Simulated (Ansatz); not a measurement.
# Y2NS2 MXene bilayer (AA) in a perpendicular field

Wanted: the out-of-plane response of the Y2NS2 MXene bilayer (AA). A positive field points along +c.

Main program and level: Ansatz 0.2.0; plane-wave DFT, PBE-D3(BJ), Ansatz PAW.

## Step 1: The structure

The cell holds 10 atoms: 4 S, 4 Y and 2 N. Its edges and angles: a = 3.406 Å, b = 3.406 Å, c = 63.222 Å, α = 90.0°, β = 90.0°, γ = 120.0°. Regions: layer 1: Y2NS2 MXene, 5 atoms (2 S, 2 Y and 1 N); layer 2: Y2NS2 MXene, 5 atoms (2 S, 2 Y and 1 N). Vacuum lies along c.

Structure file:

```xyz
10
Lattice="3.4063 0.0000 0.0000 -1.7031 2.9499 0.0000 0.0000 0.0000 63.2221" Properties=species:S:1:pos:R:3
S     0.0000    1.9666   23.5500
Y     1.7031    0.9833   25.4865
N     0.0000    0.0000   26.8305
Y     0.0000    1.9666   28.1745
S     1.7031    0.9833   30.1111
S     0.0000    1.9666   33.1111
Y     1.7031    0.9833   35.0476
N     0.0000    0.0000   36.3916
Y     0.0000    1.9666   37.7356
S     1.7031    0.9833   39.6721
```

## Step 2: Relaxation

The starting cell is a guess, so the in-plane lattice and the atoms are relaxed first, with the slab cut off from its images along the normal.

File input.yaml:

```yaml
crystal:
  lattice:
    - [3.40626, 0.0, 0.0]
    - [-1.70313, 2.9499076919, 0.0]
    - [0.0, 0.0, 63.2221108536]
  atoms:
    - { symbol: S, position: [0.3333333333, 0.6666666667, 0.3724962625] }
    - { symbol: "Y", position: [0.6666666667, 0.3333333333, 0.4031265], spin: 1.0 }
    - { symbol: "N", position: [0.0, 0.0, 0.424385193] }
    - { symbol: "Y", position: [0.3333333333, 0.6666666667, 0.445643886], spin: 1.0 }
    - { symbol: S, position: [0.6666666667, 0.3333333333, 0.4762741234] }
    - { symbol: S, position: [0.3333333333, 0.6666666667, 0.5237258766] }
    - { symbol: "Y", position: [0.6666666667, 0.3333333333, 0.554356114], spin: -1.0 }
    - { symbol: "N", position: [0.0, 0.0, 0.575614807] }
    - { symbol: "Y", position: [0.3333333333, 0.6666666667, 0.5968735], spin: -1.0 }
    - { symbol: S, position: [0.6666666667, 0.3333333333, 0.6275037375] }
  periodic: [true, true, false]
magnetization:
  spin_polarized: true
kpoints:
  mp_grid: { grid: [12, 12, 1] }
hamiltonian:
  xc: pbe
  dispersion: d3bj
scf:
  occupations: { method: fermi_dirac, width: 0.05 }
  convergence: { dr2_threshold: 1.0e-09 }
relax:
  f_tol: 0.004
  max_steps: 90
  cell: {}
output:
  write_potential: true
  write_density: true
  volumetric_format: npy
```

Started as:

```sh
$ ansatz run input.yaml --threads 4 --pin off --max-ram 12288MiB --backend cpu --events-out ev --progress --plain --runs-dir out
```

Numbers of over 12 decimals in the logs are rounded to 6 here.

Output:

```text
Warning: relax.cell: scf.convergence.dr2_threshold = 1e-9 eV is looser than the 1.46549203972e-10 eV advised for a relaxation that steers and ends on the stress (1e-10 eV for each atom of the cell: 10, times the square of relax.cell.stress_2d_tol = 0.05 N/m over 26.1 Å (the atoms' height at the walk's start and 5 Å past either face), 1.914e-2 GPa, over a crystal's default 0.05). What an SCF threshold leaves in a stress goes as its square root, and in the free energy as the threshold itself, and one threshold admits the most on a small cell: [figures from the program's tests cut] Set scf.convergence.dr2_threshold to 1.46549203972e-10 eV or tighter. [rest of the remark cut]
Engine: ansatz 0.2.0, x86_64-unknown-linux-gnu
Pseudopotentials: kind: paw
Pseudopotential: S, paw, valence charge 6, recommended cutoff 420 eV (normal), S.paw.azcp
Pseudopotential: Y, paw, valence charge 11, recommended cutoff 420 eV (normal), Y.paw.azcp
Pseudopotential: N, paw, valence charge 5, recommended cutoff 420 eV (normal), N.paw.azcp
Functional definition: PBE
  parameter kappa = 0.804
  parameter beta = 0.066725
  exchange = pbe_x(kappa = kappa, mu = beta*pi^2/3)
  correlation = pbe_c(beta = beta)
Crystal: 10 atoms, lattice volume = 635.265 Å³
Basis set: ecut = 420 eV, 12439 PW (Γ), exchange–correlation on 48×48×864 points (8 copies of the dense FFT grid, shifted against one another)
Bands: 51, of which v1, the nominal top of the filled ones, is band 39 counted from 1 (38 counted from 0)
Symmetry: 6 space group operations
Space group: P3m1 (ITA 156), of the structure as read, at distance tolerance 8.6e-5 Å
Magnetic group: BNS 164.87 (UNI 1317), of the structure as read, at distance tolerance 8.6e-5 Å
k-points: 19 of 144 (time reversal used)
Non-local potential: S, projectors of the file, l = 0: 2, l = 1: 2, l = 2: 2
Non-local potential: Y, projectors of the file, l = 0: 3, l = 1: 2, l = 2: 2, l = 3: 1
Non-local potential: N, projectors of the file, l = 0: 2, l = 1: 2, l = 2: 1
PAW form: soft (Blöchl's): semilocal exchange-correlation on the pseudo side does not see the compensation charge
PAW one-centre angular grid: S, 110 points (default); XC on 64 Gauss nodes
PAW one-centre angular grid: Y, 590 points (default); XC on 64 Gauss nodes
PAW one-centre angular grid: N, 110 points (default); XC on 64 Gauss nodes
Initial density: superposition of atomic densities (neutral atoms: chi_scale 0, normalization atom)
Starting moments: Σ|m| = 4 μB on 4 of 10 sites
Starting magnetic order: antiferromagnet; an inversion exchanges its spin sublattices: spin-degenerate at every k-point
Initial wavefunctions: pseudopotential atomic-orbital guess
Functional: x = pbe(κ = 0.804, μ = 0.219515), c = pbe(β = 0.066725)
SCF iter   1: F=—  HF=-19791.427466 eV  |F-HF|=—  |Δ(HF+E_count)|=         —  Δρ=2.66e-2 (↑2.66e-2 ↓2.66e-2)  dr2=2.92e1  dr2_m=2.95e-1  M=-0.000 μB ∫|m|=1.191 μB  β_m=0.30  ethr=3.10e-3  ⟨swp⟩=12.2  Hψ=12626  notcnv=0  defer=79
Mixer restart at iter 1: flushing history
preconditioner: auto → LDOS  [metal: Δε(μ)=0.027 eV  Ē_g=8.820 eV  σ=0.050 eV  W_gap=0.14  n_scr=38 (ndim 8)  ℏωp=10.0 eV  f_vac=0.685  D(μ)=6.53/eV (n_scr^D=26)]
spin=Collinear: LDOS preconditioning applied to the charge; magnetization (m = ρ↑ − ρ↓) channel mixes plain (no charge-response kernel on spin).
SCF iter   2: F=—  HF=-19785.818927 eV  |F-HF|=—  |Δ(HF+E_count)|=    5.61e0  Δρ=9.55e-3 (↑9.55e-3 ↓9.55e-3)  dr2=2.63e0  dr2_m=1.75e-1  M=0.000 μB ∫|m|=0.939 μB  β_m=0.36  ethr=3.10e-3  ⟨swp⟩=4.9  Hψ=4527  notcnv=0  defer=124
SCF iter   3: F=—  HF=-19785.659768 eV  |F-HF|=—  |Δ(HF+E_count)|=   1.59e-1  Δρ=5.67e-3 (↑5.67e-3 ↓5.65e-3)  dr2=3.82e-1  dr2_m=6.37e-2  M=0.000 μB ∫|m|=0.702 μB  β_m=0.58  ethr=3.10e-3  ⟨swp⟩=2.9  Hψ=3627  notcnv=0  defer=156
SCF iter   4: F=—  HF=-19785.874962 eV  |F-HF|=—  |Δ(HF+E_count)|=   2.15e-1  Δρ=1.53e-3 (↑1.53e-3 ↓1.53e-3)  dr2=3.38e-2  dr2_m=5.57e-3  M=-0.000 μB ∫|m|=0.351 μB  β_m=0.69  ethr=4.89e-4  ⟨swp⟩=3.4  Hψ=4349  notcnv=0  defer=156
SCF iter   5: F=—  HF=-19785.898739 eV  |F-HF|=—  |Δ(HF+E_count)|=         —  Δρ=5.09e-4 (↑4.78e-4 ↓5.09e-4)  dr2=5.99e-3  dr2_m=1.01e-3  M=0.000 μB ∫|m|=0.140 μB  β_m=0.69  ethr=4.33e-5  ⟨swp⟩=3.5  Hψ=4334  notcnv=0  defer=157
SCF iter   6: F=—  HF=-19785.900322 eV  |F-HF|=—  |Δ(HF+E_count)|=   1.58e-3  Δρ=2.58e-4 (↑2.58e-4 ↓2.38e-4)  dr2=2.78e-4  dr2_m=3.10e-4  M=0.000 μB ∫|m|=0.077 μB  β_m=0.85  ethr=7.67e-6  ⟨swp⟩=3.2  Hψ=3729  notcnv=0  defer=158
SCF iter   7: F=—  HF=-19785.900963 eV  |F-HF|=—  |Δ(HF+E_count)|=   6.41e-4  Δρ=1.24e-4 (↑7.79e-5 ↓1.24e-4)  dr2=6.64e-5  dr2_m=5.18e-5  M=0.000 μB ∫|m|=0.035 μB  β_m=0.92  ethr=3.56e-7  ⟨swp⟩=3.2  Hψ=4346  notcnv=0  defer=158
SCF iter   8: F=—  HF=-19785.901082 eV  |F-HF|=—  |Δ(HF+E_count)|=   1.19e-4  Δρ=7.36e-5 (↑7.36e-5 ↓4.15e-5)  dr2=9.87e-5  dr2_m=2.64e-6  M=0.000 μB ∫|m|=0.010 μB  β_m=0.73  ethr=8.52e-8  ⟨swp⟩=3.5  Hψ=4411  notcnv=0  defer=158
SCF iter   9: F=—  HF=-19785.901069 eV  |F-HF|=—  |Δ(HF+E_count)|=   1.25e-5  Δρ=2.07e-5 (↑1.22e-5 ↓2.07e-5)  dr2=3.76e-6  dr2_m=7.74e-7  M=0.000 μB ∫|m|=0.007 μB  β_m=0.81  ethr=8.52e-8  ⟨swp⟩=2.8  Hψ=3124  notcnv=0  defer=158
SCF iter  10: F=—  HF=-19785.901072 eV  |F-HF|=—  |Δ(HF+E_count)|=   2.87e-6  Δρ=7.05e-6 (↑7.05e-6 ↓6.57e-6)  dr2=1.41e-6  dr2_m=1.53e-7  M=0.000 μB ∫|m|=0.004 μB  β_m=0.73  ethr=4.82e-9  ⟨swp⟩=3.5  Hψ=4447  notcnv=0  defer=158
SCF iter  11: F=—  HF=-19785.901073 eV  |F-HF|=—  |Δ(HF+E_count)|=   3.36e-7  Δρ=4.17e-6 (↑4.17e-6 ↓4.00e-6)  dr2=8.90e-8  dr2_m=8.95e-8  M=0.000 μB ∫|m|=0.003 μB  β_m=0.86  ethr=1.81e-9  ⟨swp⟩=3.2  Hψ=3898  notcnv=0  defer=158
SCF iter  12: F=—  HF=-19785.901073 eV  |F-HF|=—  |Δ(HF+E_count)|=   2.33e-7  Δρ=2.87e-6 (↑2.79e-6 ↓2.87e-6)  dr2=1.95e-8  dr2_m=4.50e-8  M=0.000 μB ∫|m|=0.002 μB  β_m=0.93  ethr=1.14e-10  ⟨swp⟩=3.3  Hψ=4432  notcnv=0  defer=158
SCF iter  13: F=—  HF=-19785.901073 eV  |F-HF|=—  |Δ(HF+E_count)|=   1.19e-7  Δρ=2.09e-6 (↑2.09e-6 ↓2.04e-6)  dr2=2.64e-8  dr2_m=1.97e-8  M=0.000 μB ∫|m|=0.002 μB  β_m=0.97  ethr=2.50e-11  ⟨swp⟩=3.4  Hψ=4712  notcnv=0  defer=158
SCF iter  14: F=—  HF=-19785.901073 eV  |F-HF|=—  |Δ(HF+E_count)|=   7.07e-8  Δρ=9.81e-7 (↑9.62e-7 ↓9.81e-7)  dr2=2.40e-8  dr2_m=2.14e-9  M=0.000 μB ∫|m|=0.001 μB  β_m=0.87  ethr=2.50e-11  ⟨swp⟩=3.6  Hψ=4465  notcnv=0  defer=158
SCF iter  15: F=—  HF=-19785.901073 eV  |F-HF|=—  |Δ(HF+E_count)|=   8.49e-9  Δρ=3.29e-7 (↑3.13e-7 ↓3.29e-7)  dr2=1.77e-9  dr2_m=2.80e-10  M=0.000 μB ∫|m|=0.000 μB  β_m=0.75  ethr=2.50e-11  ⟨swp⟩=2.7  Hψ=3324  notcnv=0  defer=158
[...]
relax step  13: F+E_penalty+E_count = -19787.21056655 eV  Δ(F+E_penalty+E_count) = +6.247e-5 eV  max|allowed force component| = 7.117e-4 eV/Å  Δτ_max = 0.0059 Å  P = +0.004 N/m  Ω = 741.045 Å³  energy of the carried Pulay correction = -7.550e-4 eV  fix = [c, alpha, beta]  reactions: c +0.000 N/m  (8 SCF iters, accepted)
iter 1 solved again at ethr=2.43e-7 eV; its pass at ethr=3.10e-3 eV (dr2=1.90e-4 eV) is discarded
SCF iter   1: F=—  HF=-19787.210953 eV  |F-HF|=—  |Δ(HF+E_count)|=         —  Δρ=4.58e-6 (↑4.58e-6 ↓4.57e-6)  dr2=1.12e-7  dr2_m=6.12e-12  M=-0.000 μB ∫|m|=0.000 μB  β_m=0.65  ethr=2.43e-7  ⟨swp⟩=7.0  Hψ=21328  notcnv=0
eigensolver tolerance schedule: the retry pair's looser diagonalisation over-reported the residual by 1697.73 of it (diagonalisation noise at 0.15 of the residual, at the tolerance the schedule requests for it); recorded, not acted on — ethr = c·dr2/N_el stays at c = 1.0e-1
preconditioner: auto → LDOS  [metal: Δε(μ)=0.006 eV  Ē_g=14.016 eV  σ=0.050 eV  W_gap=0.03  n_scr=36 (ndim 8)  ℏωp=11.4 eV  f_vac=0.714  D(μ)=7.69/eV (n_scr^D=26)]
spin=Collinear: LDOS preconditioning applied to the charge; magnetization (m = ρ↑ − ρ↓) channel mixes plain (no charge-response kernel on spin).
SCF iter   2: F=—  HF=-19787.211305 eV  |F-HF|=—  |Δ(HF+E_count)|=   3.52e-4  Δρ=1.54e-6 (↑1.53e-6 ↓1.54e-6)  dr2=1.75e-8  dr2_m=3.26e-12  M=-0.000 μB ∫|m|=0.000 μB  β_m=0.55  ethr=1.43e-10  ⟨swp⟩=4.4  Hψ=5998  notcnv=0
SCF iter   3: F=—  HF=-19787.211309 eV  |F-HF|=—  |Δ(HF+E_count)|=   4.00e-6  Δρ=7.11e-7 (↑7.07e-7 ↓7.11e-7)  dr2=2.47e-9  dr2_m=1.88e-12  M=-0.000 μB ∫|m|=0.000 μB  β_m=0.72  ethr=2.25e-11  ⟨swp⟩=3.1  Hψ=3589  notcnv=0
SCF iter   4: F=-19787.211311 eV  HF=-19787.211311 eV  |F-HF|=3.73e-7  |Δ(HF+E_count)|=   1.72e-6  Δρ=2.23e-7 (↑2.19e-7 ↓2.23e-7)  dr2=5.44e-10  dr2_m=7.98e-13  M=-0.000 μB ∫|m|=0.000 μB  ethr=1.28e-12  ⟨swp⟩=16.5  Hψ=17216  notcnv=0
the starting moments were not kept: the SCF closed with an absolute magnetisation of 5.1e-6 μB, where they sum to 4 μB in size (4 sites). That is at most 0.1 of that sum. Measured as dr2_m measures the in/out step, that magnetisation stands 2.2e-12 eV from none, at or under the dr2_threshold of 1.0e-9 eV: it is no larger than a step whose dr2_m would equal this threshold.
SCF 14 converged in 4 iterations: F = -19787.211311 eV  dr2 = 5.44e-10
relax step  14: F+E_penalty+E_count = -19787.21131130 eV  Δ(F+E_penalty+E_count) = -7.447e-4 eV  max|allowed force component| = 7.287e-4 eV/Å  Δτ_max = 0.0000 Å  P = +0.008 N/m  Ω = 741.045 Å³  fix = [c, alpha, beta]  reactions: c +0.000 N/m  stress off target by 7.84e-3 N/m on what of the cell is left free  SCF on the basis re-selected at this cell (its energy is not comparable with the rows above)  (4 SCF iters)
basis re-selected at this cell: Δ(F+E_penalty+E_count) = -7.447e-4 eV, ΔP = +0.004 N/m vs the last step (what re-selecting the basis moved, of the pressure what is left beyond the Pulay correction that the steps carried, after the strain that the cell walked since its last selection, with what the two solves' SCF thresholds leave and, on support functions, any second-order correction that the steps lacked; it is no m [...]
WARN: The output density's exchange-correlation potential varies sharply where the density is thin. Do not read a vacuum level from v_tot or v_xc, or from such a field of the output density. On a cell that repeats whose density bears no net charge and no dipole along the vacuum's axis use v_es (v_loc + v_h of the components); under efield.dipole_correction with no amplitude use v_es + v_field, which holds any externa [...]
SCF converged after 4 iterations
Magnetization: -0.0000 μB (39.0000 up, 39.0000 down)
Absolute magnetization: 0.0000 μB (∫|ρ↑−ρ↓|, with the PAW one-centre terms)
Spin contamination: 0.0000 ħ² per cell (⟨S²⟩ above its minimum at these occupations)
Per-site moments (μB) at R_I (Å): [(2.0019702947963352e-7, 1.087580), (-8.257784527741053e-9, 1.050471), (-5.543346693051573e-8, 1.041434), (-1.861293522647643e-8, 1.041434), (-4.490338034159865e-7, 1.090347), (-1.1048443184365644e-6, 1.090347), (6.984011235534596e-8, 1.041434), (-1.1316388717699214e-6, 1.041434), (8.071053007071538e-8, 1.050471), (-9.102140311530373e-7, 1.087580)]
Free energy (F): -19787.211311 eV
Harris-Foulkes:  -19787.211311 eV  (|F-HF|=3.73e-7)
Internal energy: -19787.146836 eV  (E = F + TS)
E sigma→0 (E₀):  -19787.179074 eV
Entropy (-TS):   -0.064475 eV (-6.447 meV/atom)
Fermi energy:    -7.197157 eV
--- Per-component energies (eV) ---
  E_band       = -1564.784705
  E_kinetic    = 1909.803637
  E_local      = -488691.290136  (includes V_loc(G=0)·N_el)
  E_nonlocal   = 403.687517
  E_hartree    = 243193.491564
  E_xc         = -1206.816347
  E_vxc        = -1304.936671  (∫ρ·V_xc dr)
  E_paw        = -13955.585117  (= ΣΔE_a)
  E_vpaw       = -269.030060  (= ΣTr[D̂ρ^β])
  E_aug_tail   = 0.000195  (compensation charges beyond the density's cutoff)
  E_ewald      = 238562.358676
  E_disp       = -2.796825  (pairwise vdW)
  E_smearing   = -0.064475  (= −TS)
  E_closure    = -0.000000  (closes the sum)
  Σ components = -19787.211311   (vs F -19787.211311, Δ=0.00e0)
--- Forces (eV/Å), atoms counted from 1 ---
  atom   1  S      0.00000000    -0.00000000     0.00072867
  atom   2  Y     -0.00000000     0.00000000     0.00035715
  atom   3  N      0.00000000     0.00000000    -0.00024396
  atom   4  Y     -0.00000000    -0.00000000     0.00018369
  atom   5  S      0.00000000     0.00000000     0.00002203
  atom   6  S     -0.00000000    -0.00000000    -0.00002279
  atom   7  Y      0.00000000     0.00000000    -0.00018305
  atom   8  N      0.00000000    -0.00000000     0.00024373
  atom   9  Y      0.00000000    -0.00000000    -0.00035690
  atom  10  S      0.00000000     0.00000000    -0.00072867
  max |Σ_I F_I| component: 1.04e-7 eV/Å
--- 2D stress c σ (N/m, compression-positive) ---
        0.007843       0.000000       0.000000
        0.000000       0.007843       0.000000
        0.000000       0.000000       0.000000
  P = ½ c Tr σ = 0.0078 N/m
--- Band table (eV; the first three rows and the last of 38) ---
  k-point 0 ↑: bands = [... 35 lower, -6.7914, -6.7487, -6.7487, -6.6584, -6.6584, -3.6983, -3.6983, -3.6746, ... 8 higher]
  k-point 1 ↑: bands = [... 35 lower, -7.0758, -6.9888, -6.8592, -6.7612, -6.6959, -3.8798, -3.8486, -3.5386, ... 8 higher]
  k-point 2 ↑: bands = [... 35 lower, -7.4612, -7.0818, -6.9859, -6.9720, -6.8678, -4.3561, -4.2493, -3.1762, ... 8 higher]
  k-point 18 ↓: bands = [... 35 lower, -8.1285, -8.0065, -8.0065, -7.6238, -7.6238, -3.2594, -3.2594, -3.1659, ... 8 higher]
  the weakly bound empty levels are not read free of the cell's end (no_gap_told)
--- Relaxed structure (12 steps of the walk, 12 accepted, 2 SCFs on fresh bases) ---
  F+E_penalty+E_count = -19787.21131130 eV   max|allowed force component| = 7.287e-4 eV/Å   (the final SCF, on the basis selected at the relaxed cell)
  cell:  # Å, volume = 741.0452 Å³
    - [3.678939, 2.0182264489877057e-17, 0]
    - [-1.839469, 3.186054, 0]
    - [0, 0, 63.2221108536]
  atoms:
    - { symbol: S, position: [0.333333, 0.666667, 0.385212] }
    - { symbol: Y, position: [0.666667, 0.333333, 0.409919] }
    - { symbol: N, position: [-1.065357190329361e-17, 0, 0.432140] }
    - { symbol: Y, position: [0.333333, 0.666667, 0.453727] }
    - { symbol: S, position: [0.666667, 0.333333, 0.478612] }
    - { symbol: S, position: [0.333333, 0.666667, 0.521388] }
    - { symbol: Y, position: [0.666667, 0.333333, 0.546273] }
    - { symbol: N, position: [1.0653570513546364e-17, 0, 0.567860] }
    - { symbol: Y, position: [0.333333, 0.666667, 0.590081] }
    - { symbol: S, position: [0.666667, 0.333333, 0.614788] }
```

It took 6.5 min on 4 threads of Intel Xeon 6975P-C (Granite Rapids), shared host; peak memory 2.1 GiB; 25 min of CPU time.

Step by step:

| step | energy less that of the first step (eV) | largest force component (eV/Å) | volume (Å³) |
| --- | --- | --- | --- |
| 1 | 0.0000 | 2.0930 | 635.27 |
| 2 | -0.9728 | 1.0336 | 698.28 |
| 3 | -1.1198 | 0.6267 | 742.94 |
| 4 | -1.2266 | 0.0527 | 732.35 |
| 5 | -1.2587 | 0.1178 | 729.82 |
| 6 | -1.2660 | 0.1067 | 733.12 |
| 7 | -1.2681 | 0.0477 | 736.18 |
| 8 | -1.2688 | 0.0175 | 736.60 |
| 9 | -1.2691 | 0.0134 | 735.78 |
| 10 | -1.2691 | 0.0004 | 736.18 |
| 11* | -1.3088 | 0.0017 | 736.18 |
| 12 | -1.3096 | 0.0128 | 739.86 |
| 13 | -1.3095 | 0.0007 | 741.05 |
| 14* | -1.3102 | 0.0007 | 741.05 |

Relaxation steps marked * repeat the geometry before them on a plane-wave basis chosen anew for their cell, so energy and pressure can jump there.

Forces are held to the 6 operations that the run works with; a distortion that breaks them can't arise in this run.

| cell as run | before | after | change |
| --- | --- | --- | --- |
| a (Å) | 3.406 | 3.679 | +8.0 % |
| b (Å) | 3.406 | 3.679 | +8.0 % |

The atoms that moved most (Å, along periodic axes as changes of fractional coordinates times the final cell, across vacuum about the mean position):

| atom | dx | dy | dz | length |
| --- | --- | --- | --- | --- |
| S1 | 0.000 | 0.000 | 0.804 | 0.804 |
| S10 | 0.000 | 0.000 | -0.804 | 0.804 |
| Y7 | 0.000 | 0.000 | -0.511 | 0.511 |
| Y4 | 0.000 | 0.000 | 0.511 | 0.511 |
| N3 | 0.000 | 0.000 | 0.490 | 0.490 |
| N8 | 0.000 | 0.000 | -0.490 | 0.490 |
| Y9 | 0.000 | 0.000 | -0.429 | 0.429 |
| Y2 | 0.000 | 0.000 | 0.429 | 0.429 |

The relaxed structure:

```cif
data_structure
_symmetry_space_group_name_H-M 'P 1'
_symmetry_Int_Tables_number 1
_cell_length_a 3.6789
_cell_length_b 3.6789
_cell_length_c 63.2221
_cell_angle_alpha 90.000
_cell_angle_beta 90.000
_cell_angle_gamma 120.000
_cell_volume 741.05
loop_
_atom_site_label
_atom_site_type_symbol
_atom_site_fract_x
_atom_site_fract_y
_atom_site_fract_z
_atom_site_occupancy
S1 S 0.33333 0.66667 0.38521 1
Y2 Y 0.66667 0.33333 0.40992 1
N3 N 0.00000 0.00000 0.43214 1
Y4 Y 0.33333 0.66667 0.45373 1
S5 S 0.66667 0.33333 0.47861 1
S6 S 0.33333 0.66667 0.52139 1
Y7 Y 0.66667 0.33333 0.54627 1
N8 N 0.00000 0.00000 0.56786 1
Y9 Y 0.33333 0.66667 0.59008 1
S10 S 0.66667 0.33333 0.61479 1
```

This step gave:

| Item | Value |
| --- | --- |
| energy at zero smearing | -19787.1791 eV |

The lattice constant a goes from 3.406 to 3.679 Å.

(Part 1 of 3 ends here.)

[Logs are printed without paths, hosts, clocks, repeated set-up lines and the standing remarks that a program may print on its own settings, such as how far it seeks lower states.]

[Hosts, paths, dates, database ids (printed as entryN), source tags and the programs' standing remarks are cut or masked in the printed files.]

[Maps of the electrostatic potential energy from Ansatz leave out the sawtooth potential of an applied field or a dipole correction, so their vacuum need not be flat; planar profiles and work functions include it.]
